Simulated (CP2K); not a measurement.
# TePb (Fm-3m) in CP2K: settings compared

The runs below take TePb through single point, with PBE, RPBE.

Everything below comes from runs of CP2K 2026.2. Logs are shortened: lines on timing, memory, paths and dates and some standing lists are left out, and cuts for length are marked.

## Step 1: The crystal as given

The structure is cubic, space group Fm-3m (No. 225). Conventional cell: a = 6.462 Å, b = 6.462 Å, c = 6.462 Å, α = 90.00°, β = 90.00°, γ = 90.00°. Around Pb (site symmetry m-3m) lie 6 Te at 3.23 Å. Te (site symmetry m-3m) has 6 Pb at 3.23 Å as nearest neighbours.

## Step 2: Single point, PBE

tepb_scf.inp reads:

```
&GLOBAL
  PROJECT tepb_scf
  RUN_TYPE ENERGY_FORCE
  PRINT_LEVEL LOW
&END GLOBAL
&FORCE_EVAL
  METHOD QS
  STRESS_TENSOR ANALYTICAL
  &DFT
    BASIS_SET_FILE_NAME BASIS_MOLOPT_UZH
    POTENTIAL_FILE_NAME POTENTIAL_UZH
    &MGRID
      CUTOFF 450
      REL_CUTOFF 60
      NGRIDS 4
    &END MGRID
    &QS
      METHOD GPW
      EPS_DEFAULT 1.0E-10
    &END QS
    &KPOINTS
      SCHEME MONKHORST-PACK 7 7 7
      GAMMA_CENTERED T
      SYMMETRY T
      SYMMETRY_BACKEND SPGLIB
    &END KPOINTS
    &SCF
      SCF_GUESS ATOMIC
      EPS_SCF 1.0E-6
      MAX_SCF 100
      ADDED_MOS 10
      CHOLESKY OFF
      EPS_EIGVAL 1.0E-7
      &DIAGONALIZATION ON
        ALGORITHM STANDARD
      &END DIAGONALIZATION
      &MIXING ON
        METHOD BROYDEN_MIXING
        ALPHA 0.4
        BETA 1.5
        NBUFFER 8
      &END MIXING
      &SMEAR ON
        METHOD GAUSSIAN
        SIGMA [eV] 0.028999999999999998
      &END SMEAR
    &END SCF
    &XC
      &XC_FUNCTIONAL
        &GGA_X_PBE
        &END GGA_X_PBE
        &GGA_C_PBE
        &END GGA_C_PBE
      &END XC_FUNCTIONAL
    &END XC
    &PRINT
      &KPOINTS ON
      &END KPOINTS
      &MULLIKEN ON
      &END MULLIKEN
      &MO ON
        ENERGIES T
        OCCUPATION_NUMBERS T
        &EACH
          QS_SCF 0
        &END EACH
        ADD_LAST NUMERIC
      &END MO
      &E_DENSITY_CUBE ON
        STRIDE 1
      &END E_DENSITY_CUBE
      &V_HARTREE_CUBE ON
        STRIDE 1
      &END V_HARTREE_CUBE
      &ELF_CUBE ON
        STRIDE 1
      &END ELF_CUBE
    &END PRINT
  &END DFT
  &SUBSYS
    &CELL
      ABC 4.5693240200 4.5693240200 4.5693240200
      ALPHA_BETA_GAMMA 60.0000000000 60.0000000002 60.0000000004
      PERIODIC XYZ
    &END CELL
    &COORD
      SCALED
      Pb  0.0000000000 0.0000000000 0.0000000000
      Te  0.5000000000 0.5000000000 0.5000000000
    &END COORD
    &KIND Pb
      BASIS_SET TZVP-MOLOPT-PBE-GTH-q4
      POTENTIAL GTH-PBE-q4
    &END KIND
    &KIND Te
      BASIS_SET TZVP-MOLOPT-PBE-GTH-q6
      POTENTIAL GTH-PBE-q6
    &END KIND
    &PRINT
      &ATOMIC_COORDINATES ON
      &END ATOMIC_COORDINATES
      &CELL ON
      &END CELL
      &SYMMETRY ON
      &END SYMMETRY
    &END PRINT
  &END SUBSYS
  &PRINT
    &FORCES ON
    &END FORCES
    &STRESS_TENSOR ON
    &END STRESS_TENSOR
  &END PRINT
&END FORCE_EVAL
```

Potentials or basis: POTENTIAL_UZH Pb GTH-PBE-q4, Te GTH-PBE-q6; TZVP-MOLOPT-PBE-GTH basis.

Command:

```
$ OMP_NUM_THREADS=1 cp2k.psmp -i tepb_scf.inp -o tepb_scf.out
```

tepb_scf.out:

```text

 CP2K| version string:                                       CP2K version 2026.2
 CP2K| Input file name                                              tepb_scf.inp

 GLOBAL| Force Environment number                                              1
 GLOBAL| Basis set file name                                    BASIS_MOLOPT_UZH
 GLOBAL| Potential file name                                       POTENTIAL_UZH
 GLOBAL| MM Potential file name                                     MM_POTENTIAL
 GLOBAL| Coordinate file name                                      __STD_INPUT__
 GLOBAL| Method name                                                        CP2K
 GLOBAL| Project name                                                   tepb_scf
 GLOBAL| Run type                                                   ENERGY_FORCE
 GLOBAL| FFT library                                                       FFTW3
 GLOBAL| Diagonalization library                                       ScaLAPACK
 GLOBAL| Cholesky decomposition library                                ScaLAPACK
 GLOBAL| DGEMM library                                                      BLAS
 GLOBAL| Direct generalized diagonalization requested                          F
 GLOBAL| Matrix multiplication library                                 ScaLAPACK
 GLOBAL| Global print level                                                  LOW
 GLOBAL| Total number of message passing processes                             1
 GLOBAL| Number of threads for this process                                    1
 GLOBAL| CPU model name                                                  UNKNOWN

 CELL| Volume [angstrom^3]:                                            67.459151
 CELL| Vector a [angstrom]:       4.569     0.000     0.000   |a| =     4.569324
 CELL| Vector b [angstrom]:       2.285     3.957     0.000   |b| =     4.569324
 CELL| Vector c [angstrom]:       2.285     1.319     3.731   |c| =     4.569324
 CELL| Angle (b,c), alpha [degree]:                                    60.000000
 CELL| Angle (a,c), beta  [degree]:                                    60.000000
 CELL| Angle (a,b), gamma [degree]:                                    60.000000
 CELL| Numerically orthorhombic:                                              NO
 CELL| Periodicity                                                           XYZ

 CELL_REF| Volume [angstrom^3]:                                        67.459151
 CELL_REF| Vector a [angstrom     4.569     0.000     0.000   |a| =     4.569324
 CELL_REF| Vector b [angstrom     2.285     3.957     0.000   |b| =     4.569324
 CELL_REF| Vector c [angstrom     2.285     1.319     3.731   |c| =     4.569324
 CELL_REF| Angle (b,c), alpha [degree]:                                60.000000
 CELL_REF| Angle (a,c), beta  [degree]:                                60.000000
 CELL_REF| Angle (a,b), gamma [degree]:                                60.000000
 CELL_REF| Numerically orthorhombic:                                          NO
 CELL_REF| Periodicity                                                       XYZ

 GENERATE|  Preliminary Number of Bonds generated:                             0
 GENERATE|  Achieved consistency in connectivity generation.

 *******************************************************************************
 *******************************************************************************
 **            Copyright (C) by CP2K developers group (2000-2026)             **
 *******************************************************************************

 TOTAL NUMBERS AND MAXIMUM NUMBERS

  Total number of            - Atomic kinds:                                   2
                             - Atoms:                                          2
                             - Shell sets:                                     2
                             - Shells:                                        14
                             - Primitive Cartesian functions:                  8
                             - Cartesian basis functions:                     36
                             - Spherical basis functions:                     34

  Maximum angular momentum of- Orbital basis functions:                        2
                             - Local part of the GTH pseudopotential:          0
                             - Non-local part of the GTH pseudopotential:      4

 MODULE QUICKSTEP: ATOMIC COORDINATES IN ANGSTROM

   Atom Kind Element         X             Y             Z       Z(eff)     Mass
      1    1 Pb   82      0.000000      0.000000      0.000000   4.0000 207.2000
      2    2 Te   52      4.569324      2.638100      1.865419   6.0000 127.6000

 Crystal Symmetry Information
       International Symbol:                                               Fm-3m
       Point Group Symbol:                                                  m-3m
       Schoenflies Symbol:                                                  Oh^5
       Number of Symmetry Operations:                                         48

[... 57 lines left out ...]

 Extrapolation method: initial_guess

 Number of electrons:                                                         10
 Number of occupied orbitals:                                                  5
 Number of molecular orbitals:                                                15

 Number of orbital functions:                                                 34
 Number of independent orbital functions:                                     34

 SCF WAVEFUNCTION OPTIMIZATION

  Step     Update method      Time    Convergence         Total energy    Change
  ------------------------------------------------------------------------------
     1 NoMix/Diag. 0.40E+00    0.7     0.66988178       -11.7740522128 -1.18E+01
     2 Broy./Diag. 0.40E+00    0.7     0.02458738       -11.6710469579  1.03E-01
     3 Broy./Diag. 0.40E+00    0.7     0.08106999       -11.6822755889 -1.12E-02
     4 Broy./Diag. 0.40E+00    0.7     0.00994133       -11.7561596679 -7.39E-02
     5 Broy./Diag. 0.40E+00    0.7     0.00678934       -11.7407888298  1.54E-02
     6 Broy./Diag. 0.40E+00    0.7     0.00258811       -11.7330381862  7.75E-03
     7 Broy./Diag. 0.40E+00    0.7     0.00041650       -11.7299825093  3.06E-03
     8 Broy./Diag. 0.40E+00    0.7     0.00035752       -11.7296187145  3.64E-04
     9 Broy./Diag. 0.40E+00    0.7     0.00007910       -11.7295714414  4.73E-05
    10 Broy./Diag. 0.40E+00    0.7     0.00006143       -11.7296915665 -1.20E-04
    11 Broy./Diag. 0.40E+00    0.7     0.00000445       -11.7296863065  5.26E-06
    12 Broy./Diag. 0.40E+00    0.7     0.00000241       -11.7296873713 -1.06E-06
    13 Broy./Diag. 0.40E+00    0.7     0.00000103       -11.7296879088 -5.38E-07
    14 Broy./Diag. 0.40E+00    0.7     0.00000067       -11.7296871230  7.86E-07

  *** SCF run converged in    14 steps ***

  Electronic density on regular grids:        -10.0000000000       -0.0000000000
  Core density on regular grids:                9.9999999962       -0.0000000038
  Total charge density on r-space grids:       -0.0000000038
  Total charge density g-space grids:          -0.0000000038

  Overlap energy of the core charge distribution:               0.00000000002223
  Self energy of the core charge distribution:                -24.78996145555788
  Core Hamiltonian energy:                                      5.00142617239313
  Hartree energy:                                              10.86306014465290
  Exchange-correlation energy:                                 -2.80421198454507
  Smearing free energy correction:                             -0.00000000000000
  Fermi energy:                                                 0.16786669064365

  Total energy:                                               -11.72968712303470
  Total energy (extrapolated to sigma->0):                    -11.72968712303470

 MO| EIGENVALUES AND OCCUPATION NUMBERS FOR K POINT 1
 MO|
 MO|  Index      Eigenvalue [a.u.]        Eigenvalue [eV]             Occupation
 MO|      1              -0.256982              -6.992838               2.000000
 MO|      2              -0.170144              -4.629857               2.000000
 MO|      3               0.102392               2.786216               2.000000
 MO|      4               0.102392               2.786217               2.000000
 MO|      5               0.138756               3.775740               2.000000
 MO|      6               0.173488               4.720857               0.000000
 MO|      7               0.191460               5.209882               0.000000
 MO|      8               0.191460               5.209883               0.000000
 MO|      9               0.466742              12.700695               0.000000
 MO|     10               0.526847              14.336243               0.000000
 MO|     11               0.526847              14.336244               0.000000
 MO|     12               0.554414              15.086359               0.000000
 MO|     13               0.647661              17.623749               0.000000
[... 277 lines left out ...]
 MO|      5               0.121037               3.293584               2.000000
 MO|      6               0.209991               5.714149               0.000000
 MO|      7               0.221848               6.036798               0.000000
 MO|      8               0.221848               6.036800               0.000000
 MO|      9               0.407630              11.092182               0.000000
 MO|     10               0.439728              11.965613               0.000000
 MO|     11               0.439728              11.965617               0.000000
 MO|     12               0.564712              15.366587               0.000000
 MO|     13               0.618000              16.816633               0.000000
 MO|     14               0.618000              16.816646               0.000000
 MO|     15               0.744946              20.271004               0.000000
 MO| Sum:                                                              10.000000
 MO| E(Fermi):            0.167867 a.u.          4.567885 eV
 MO| Band gap:            0.088954 a.u.          2.420564 eV

 [... the levels of further k-points ...]

 The electron density is written in Cube    file format to the file:

 tepb_scf-ELECTRON_DENSITY-1_0.cube

 !-----------------------------------------------------------------------------!
                     Mulliken Population Analysis

 #  Atom  Element  Kind  Atomic population                           Net charge
       1     Pb       1          3.448319                              0.551681
       2     Te       2          6.551681                             -0.551681
 # Total charge                             10.000000                  0.000000

 !-----------------------------------------------------------------------------!

               ----- ELF is computed on the real space grid -----

 ELF is written in Cube    file format to the file:

 tepb_scf-ELF_S1-1_0.cube

 ENERGY| Total FORCE_EVAL ( QS ) energy [hartree]            -11.729686683069849

 FORCES| Atomic forces [hartree/bohr]
 FORCES|   Atom     x               y               z               |f|
 FORCES|      1 -5.71272576E-16 -1.03456806E-15  6.32321275E-16   1.34034086E-15
 FORCES|      2 -2.34021564E-14 -3.64352295E-14  1.75062019E-14   4.67081789E-14
 FORCES| Sum    -2.39734290E-14 -3.74697976E-14  1.81385232E-14
 FORCES| Total atomic force                                       4.80387037E-14

 STRESS| Analytical stress tensor [bar]
 STRESS|                        x                   y                   z
 STRESS|      x        2.68528464619E+04   2.72219003343E-03   2.50777808935E-03
 STRESS|      y        2.72219003343E-03   2.68529093352E+04   2.13562780463E-01
 STRESS|      z        2.50777808935E-03   2.13562780463E-01   2.68531343449E+04
 STRESS| 1/3 Trace                                             2.68529633807E+04
 STRESS| Determinant                                           1.93631789339E+13

 STRESS| Eigenvectors and eigenvalues of the analytical stress tensor [bar]
 STRESS|                        1                   2                   3
 STRESS| Eigenvalues   2.68527804395E+04   2.68528464478E+04   2.68532632547E+04
 STRESS|      x          -0.015664687909      0.999840951374      0.008525814282
 STRESS|      y           0.856132571658      0.009007383703      0.516677739780
 STRESS|      z          -0.516518767615     -0.015392822850      0.856137502803
```

Run time: 14 s. Hardware: 1 thread of Arm Neoverse V1, shared host; peak memory 0.27 GiB.

What came out:

```
Free energy      : -319.1810 eV
Pressure         : 2.7 GPa
Mulliken charges : Pb +0.55; Te -0.55 e
```

Levels at points of the mesh, in eV from the Fermi level:
| k point | band 2 | band 3 | band 4 | band 5 | band 6 | band 7 | band 8 | band 9 |
| --- | --- | --- | --- | --- | --- | --- | --- | --- |
| (0.00, 0.00, 0.00) | -6.28 | -2.12 | -2.12 | -2.12 | 3.59 | 3.59 | 3.59 | 5.41 |

Caveat: Mulliken charges move with the basis; this odd mesh misses L, where the gap lies, so gap, dielectric constants and Born charges aren't listed; the basis of atomic orbitals isn't converged, which shifts pressures, moduli and gaps.

## Step 3: Single point, RPBE

tepb_scf.inp: that of step 2 with these lines changed.

```diff
@@ -44,3 +44,3 @@
         METHOD GAUSSIAN
-        SIGMA [eV] 0.028999999999999998
+        SIGMA [eV] 0.1
       &END SMEAR
@@ -49,4 +49,4 @@
       &XC_FUNCTIONAL
-        &GGA_X_PBE
-        &END GGA_X_PBE
+        &GGA_X_RPBE
+        &END GGA_X_RPBE
         &GGA_C_PBE
@@ -68,11 +68,2 @@
       &END MO
-      &E_DENSITY_CUBE ON
-        STRIDE 1
-      &END E_DENSITY_CUBE
-      &V_HARTREE_CUBE ON
-        STRIDE 1
-      &END V_HARTREE_CUBE
-      &ELF_CUBE ON
-        STRIDE 1
-      &END ELF_CUBE
     &END PRINT
@@ -81,4 +72,5 @@
     &CELL
-      ABC 4.5693240200 4.5693240200 4.5693240200
-      ALPHA_BETA_GAMMA 60.0000000000 60.0000000002 60.0000000004
+      A 4.5693240200 0.0000000000 0.0000000000
+      B 2.2846620100 3.9571506795 0.0000000000
+      C 2.2846620100 1.3190502265 3.7308374395
       PERIODIC XYZ
@@ -103,4 +95,2 @@
       &END CELL
-      &SYMMETRY ON
-      &END SYMMETRY
     &END PRINT
```

Potentials or basis: POTENTIAL_UZH Pb GTH-PBE-q4, Te GTH-PBE-q6; TZVP-MOLOPT-PBE-GTH basis.

Command:

```
$ OMP_NUM_THREADS=1 cp2k.psmp -i tepb_scf.inp -o tepb_scf.out
```

It took 14 s on 1 thread of Arm Neoverse V1, shared host; peak memory 0.27 GiB.

The run converged. Its results:

* Free energy: -319.4103 eV
* Pressure: 3.2 GPa
* Mulliken charges: Pb +0.59; Te -0.59 e

Levels at points of the mesh, in eV from the Fermi level:
```tsv
k point	band 1	band 2	band 3	band 4	band 5	band 6	band 7	band 8	band 9	band 10
(0.00, 0.00, 0.00)	-12.56	-5.99	-1.81	-1.81	-1.81	3.90	3.90	3.90	5.79	5.79
```

Caveat: Mulliken charges move with the basis; this odd mesh misses L, where the gap lies, so gap, dielectric constants and Born charges aren't listed; the potentials were made for another functional, which shifts forces and pressure; the basis of atomic orbitals isn't converged, which shifts pressures, moduli and gaps.
